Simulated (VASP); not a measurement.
# A VASP 6.6.1 single-point calculation on CdTe

INCAR

```
IBRION = -1
LWAVE = .FALSE.
GGA = PE
NSW = 0
SIGMA = 0.5
NELM = 120
ISIF = 2
PREC = Accurate
EDIFF = 1E-7
ENCUT = 520
LASPH = .TRUE.
LREAL = .FALSE.
LCHARG = .FALSE.
NBANDS = 13
ISMEAR = 0
```

KPOINTS

```
KPOINTS created by Atomic Simulation Environment
0
Gamma
6 6 6
0 0 0
```

POSCAR

```
Cd Te
 1.0000000000000000
     0.0000000000000000    3.3127546673000001    3.3127546673000001
     3.3127546673000001    0.0000000000000000    3.3127546673000001
     3.3127546673000001    3.3127546673000001    0.0000000000000000
 Cd  Te
   1   1
Cartesian
  0.0000000000000000  0.0000000000000000  0.0000000000000000
  1.6563773336500001  1.6563773336500001  1.6563773336500001
```

The recommended PBE PAW datasets give the neutral cell 18 valence electrons.

Command

```
mpirun -np 1 vasp_std
```

OSZICAR

```
N       E                     dE             d eps       ncg     rms          rms(c)
DAV:   1     0.986435420386E+02    0.98644E+02   -0.82157E+03   424   0.117E+03
DAV:   2    -0.100953456206E+01   -0.99653E+02   -0.95979E+02   471   0.271E+02
DAV:   3    -0.500349793808E+01   -0.39940E+01   -0.39798E+01   496   0.565E+01
DAV:   4    -0.504441611150E+01   -0.40918E-01   -0.40915E-01   591   0.503E+00
DAV:   5    -0.504468093977E+01   -0.26483E-03   -0.26483E-03   496   0.319E-01    0.491E+00
DAV:   6    -0.482242730819E+01    0.22225E+00   -0.46772E-01   466   0.857E+00    0.412E+00
DAV:   7    -0.480775012654E+01    0.14677E-01   -0.11310E-01   461   0.243E+00    0.165E+00
DAV:   8    -0.480858793029E+01   -0.83780E-03   -0.95497E-03   446   0.133E+00    0.474E-01
DAV:   9    -0.480894144366E+01   -0.35351E-03   -0.99193E-04   471   0.355E-01    0.996E-02
DAV:  10    -0.480900864109E+01   -0.67197E-04   -0.12400E-04   451   0.117E-01    0.525E-02
DAV:  11    -0.480905415596E+01   -0.45515E-04   -0.85978E-05   439   0.618E-02    0.339E-02
DAV:  12    -0.480905290096E+01    0.12550E-05   -0.36452E-06   507   0.163E-02    0.185E-02
DAV:  13    -0.480905279594E+01    0.10502E-06   -0.68129E-07   436   0.458E-03    0.110E-02
DAV:  14    -0.480905284539E+01   -0.49448E-07   -0.77442E-07   451   0.591E-03
   1 F= -.48090528E+01 E0= -.48062925E+01  d E =-.552073E-02
```

From OUTCAR

```
k-points           NKPTS =     16   k-points in BZ     NKDIM =     16   number of bands    NBANDS=     13

   NELECT =      18.0000    total number of electrons

   dimension x,y,z NGX =    36 NGY =   36 NGZ =   36
   dimension x,y,z NGXF=    72 NGYF=   72 NGZF=   72

  energy-cutoff  :      520.00
  volume of cell :       72.71
      direct lattice vectors                 reciprocal lattice vectors
     0.000000000  3.312754667  3.312754667    -0.150931792  0.150931792  0.150931792
     3.312754667  0.000000000  3.312754667     0.150931792 -0.150931792  0.150931792
     3.312754667  3.312754667  0.000000000     0.150931792  0.150931792 -0.150931792

 k-points in reciprocal lattice and weights: KPOINTS created by Atomic Simulation Env
   0.00000000  0.00000000  0.00000000       0.005
   0.16666667  0.00000000  0.00000000       0.037
   0.33333333  0.00000000  0.00000000       0.037
   0.50000000  0.00000000  0.00000000       0.019
   0.16666667  0.16666667  0.00000000       0.028
   0.33333333  0.16666667  0.00000000       0.111
   0.50000000  0.16666667  0.00000000       0.111
  -0.33333333  0.16666667  0.00000000       0.111
   ...

 E-fermi :   2.3418

 k-point     1 :       0.0000    0.0000    0.0000
  band No.  band energies     occupation
      1      -9.0458      2.00000
      2      -6.3105      2.00000
      3      -6.3105      2.00000
      4      -6.3105      2.00000
      5      -6.0960      2.00000
      6      -6.0960      2.00000
      7       1.7711      1.89352
      8       1.7711      1.89352
      9       1.7711      1.89352
     10       2.3433      0.99653
     11       6.4108      0.00000
     12       6.4108      0.00000
     13       6.4108      0.00000

 k-point     2 :       0.1667    0.0000    0.0000
  band No.  band energies     occupation
      1      -8.9607      2.00000
      2      -6.2952      2.00000
      3      -6.2952      2.00000
      4      -6.2338      2.00000
      5      -6.0968      2.00000
      6      -6.0968      2.00000
      7       0.1147      2.00000
      8       1.5727      1.97038
      9       1.5727      1.97038
     10       3.4665      0.00147
     11       6.4664      0.00000
     12       6.7199      0.00000
     13       6.7199      0.00000

 k-point     3 :       0.3333    0.0000    0.0000
  band No.  band energies     occupation
      1      -8.7915      2.00000
      2      -6.2688      2.00000
      3      -6.2688      2.00000
      4      -6.0934      2.00000
      5      -6.0934      2.00000
      6      -5.9925      2.00000
      7      -1.5552      2.00000
      8       1.2363      1.99823
      9       1.2363      1.99823
     10       3.6134      0.00032
     11       6.9996      0.00000
     12       6.9996      0.00000
     13       7.8512      0.00000

 k-point     4 :       0.5000    0.0000    0.0000
  band No.  band energies     occupation
      1      -8.7088      2.00000
      2      -6.2584      2.00000
      3      -6.2584      2.00000
      4      -6.0885      2.00000
      5      -6.0885      2.00000
      6      -5.7944      2.00000
      7      -2.2924      2.00000
      8       1.0890      1.99961
      9       1.0890      1.99961
     10       3.5214      0.00085
     11       6.9783      0.00000
     12       6.9783      0.00000
     13       8.7740      0.00000

 ...

  Total        0.0153941      0.0153941      0.0153941     -0.0000000      0.0000000      0.0000000
  in kB        0.3392089      0.3392089      0.3392089     -0.0000000      0.0000000      0.0000000
  external PRESSURE =       0.3392089 kB  Pullay stress =       0.0000000 kB

 POSITION                                       TOTAL-FORCE (eV/Angst)
 -----------------------------------------------------------------------------------
      0.00000      0.00000      0.00000         0.000000      0.000000      0.000000
      1.65638      1.65638      1.65638        -0.000000     -0.000000     -0.000000
 -----------------------------------------------------------------------------------
    total drift:                               -0.000000     -0.000000     -0.000001

  FREE ENERGIE OF THE ION-ELECTRON SYSTEM (eV)
  ---------------------------------------------------
  free  energy   TOTEN  =        -4.8090528454 eV

  energy  without entropy=       -4.8035321200  energy(sigma->0) =       -4.80629248
```

It converged. Results: gap between bands v and c on the k mesh 0.57 eV; least direct gap on the k mesh 0.57 eV; pressure 0.0 GPa. Band v is the last that the valence electrons fill when counted band by band, and c is the next.

For comparison, a separate PBE run of the intended cell, on usual settings and not on those above, gives a gap of 0.57 eV on its mesh and a pressure of 0.0 GPa.

The run above took about 18 s on one core of a shared host (Intel Xeon Platinum 8488C) and held 0.21 GiB at most.
